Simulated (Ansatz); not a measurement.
**GaSb: experiment and calculation**

**The experiment to reproduce.**

From a printed reference work (monograph), for a bulk crystal of GaSb at 300 K: lattice constant a 6.094 Å.

Computed with DFT PBE, scalar-relativistic, plane waves, PAW in Ansatz.

Settings: cutoff 420 eV, Γ-centred mesh 16×16×16 on the computed 2-atom cell, Gaussian smearing of 0.10 eV; no spin polarisation.

Relaxed structure:

```xyz
2
Lattice="0.0000 3.1069 3.1069 3.1069 0.0000 3.1069 3.1069 3.1069 0.0000" Properties=species:S:1:pos:R:3 pbc="T T T"
Ga    0.0000    0.0000    0.0000
Sb    1.5534    1.5534    1.5534
```

| Property | Result |
| --- | --- |
| Space group | F-43m (No. 216) |
| Volume per atom | 202.4 bohr³ |
| Formation energy from the elements' standard states (uncorrected) | -0.166 eV/atom |
| Kohn–Sham band gap | zero, with almost no states at the Fermi level |
| Density of states at the Fermi level | 0.0 states/eV per cell |
| Orbital (Löwdin) character within 0.5 eV of the Fermi level | Sb 5p 63 %, Ga 4p 24 % |
| Bader charge by site (e) | Ga (1 in the cell) 0.32, Sb (1 in the cell) -0.32 |

Spin-orbit coupling is left out, which matters for the bands of heavy elements.

A measured lattice constant a of GaSb is 6.094 Å (300 K; a printed reference work (monograph)); the calculated 6.214 Å exceeds it by 2.0 %. The calculation is for 0 K without zero-point motion.

It was relaxed from a cell as deposited in COD. Löwdin shares on free-atom orbitals overweight diffuse shells.
